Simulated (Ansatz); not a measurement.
# CO on C (001)

Aim: for C, find where and how strongly CO adsorbs.

The COD entry's cell or inner coordinates are ideal or old and differ from later refinements, so a difference from it is no clean test against experiment.

Computed with Ansatz 0.2.0 (DFT PBE+D3(BJ), scalar-relativistic, plane waves, PAW, unless a step's input says otherwise).

2 further runs of the same task are left out: 2 set aside as unsound or not needed.

**1. The system as given**

Symmetry: P-6m2, No. 187, hexagonal system. The conventional cell has a = 2.465 Å, b = 2.465 Å, c = 23.741 Å, α = 90.00°, β = 90.00°, γ = 120.00°. C (site symmetry 3m) has 3 C at 1.42 Å as nearest neighbours. C (site symmetry -6m2) has 3 C at 1.42 Å as nearest neighbours.

Coordinates:

```
C
1.0
     2.46496    0.00000    0.00000
    -1.23248    2.13472    0.00000
     0.00000    0.00000   23.74054
C
6
Direct
  0.00000 0.00000 0.35804
  0.33333 0.66667 0.35804
  0.00000 0.00000 0.50000
  0.66667 0.33333 0.50000
  0.00000 0.00000 0.64196
  0.33333 0.66667 0.64196
```

Planes are indexed in the bulk's conventional cell (P6_3/mmc (No. 194)), a = 2.465 Å, b = 2.465 Å, c = 6.741 Å, α = 90.00°, β = 90.00°, γ = 120.00°.

It is a (001) slab, 6.7 Å thick as cut, with 17 Å of vacuum; its outer planes are C (top) and C (bottom). An earlier relaxation, lower half held, gave -1506.3784 eV, work function 4.28 eV, gap on the mesh 7 meV, too small against the smearing to count.

**2. Start: CO, top (C)**

The input, input.yaml:

```yaml
crystal:
  lattice:
    - [2.464963447, 0.0, 0.0]
    - [-1.2324817235, 2.1347209645, 0.0]
    - [0.0, 0.0, 26.8905390229]
  atoms:
    - { symbol: C, position: [0.0, 0.0, 0.3160963099] }
    - { symbol: C, position: [0.3333333333, 0.6666666667, 0.3160963041] }
    - { symbol: C, position: [0.0, 0.0, 0.4414292172] }
    - { symbol: C, position: [0.6666666667, 0.3333333333, 0.4414292113] }
    - { symbol: C, position: [0.0, 0.0, 0.5667621244] }
    - { symbol: C, position: [0.3333333333, 0.6666666667, 0.5667621186] }
    - { symbol: C, position: [0.0, 0.0, 0.6255188492] }
    - { symbol: O, position: [0.0, 0.0, 0.6682848197] }
basis:
  ecutwfc: 420
kpoints:
  mp_grid: { grid: [12, 12, 1] }
hamiltonian:
  xc: pbe
  dispersion: d3bj
scf:
  occupations: { method: gaussian, width: 0.1 }
output:
  forces: true
  eigenvalues: true
relax:
  adjacent_minimum: "off"
  f_tol: 0.03
  max_steps: 70
  constraints: [{ sites: [0, 1] }]
efield:
  axis: 3
  dipole_correction: true
```

Further runs follow: CO put at a hollow (nearest C) site; CO at the bridge (C-C) site.

**Question.** What will these runs give? Wanted: CO: lowest end.

The runs gave:

| quantity | value |
| --- | --- |
| CO: lowest end | E_ads 1.04 eV, from the hollow (nearest C) start, 0 bonded, 3.16 Å high |

**Reading.** CO does not bind at this level of theory. A start on a symmetric site keeps its symmetry, so an end may be a saddle point and not a minimum. The log warns that the dispersion term switches its coefficients with the atoms' coordination near these geometries, so kinks or extra dips may come from it and not from the bonding. Spin polarisation is off in the runs that give these values; a magnetic solution could lie lower.
